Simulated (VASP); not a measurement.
The system is Ti.

```
Ti
1.0
     0.00000    2.03000    2.03000
     2.03000    0.00000    2.03000
     2.03000    2.03000    0.00000
Ti
1
Direct
  0.00000 0.00000 0.00000
```

This isn't the form of Ti at room conditions, which is hcp.

```yaml
Program: VASP 6.6.1
Task: relaxation of cell and atoms
Functional: PBE
Potentials_or_basis: VASP PAW PBE potentials, release 64 (Ti_sv)
Cutoff: 600 eV
k_mesh: 18 × 18 × 18
Occupations: gaussian, width 0.1 eV
Spin: no spin polarisation
```

At the start: pressure 4.0 GPa; volume 16.73 Å³/atom.

Task: Where does the relaxation end?

Result: Over 3 steps the energy falls by 7.5 meV/atom and the volume is 17.33 Å³/atom (+3.6 %); space group Fm-3m (No. 225, to 0.05 Å).

Step by step:
| step | energy change (eV) | largest force (eV/Å) | pressure (GPa) | volume (Å³) |
| --- | --- | --- | --- | --- |
| 1 | 0.0000 | 0.0000 | 3.95 | 16.73 |
| 2 | -0.0044 | 0.0000 | -1.81 | 17.75 |
| 3 | -0.0075 | 0.0000 | 0.00 | 17.33 |

Final structure:
```
Ti
1.0
     0.00000    2.05413    2.05413
     2.05413    0.00000    2.05413
     2.05413    2.05413    0.00000
Ti
1
Direct
  0.00000 0.00000 0.00000
```
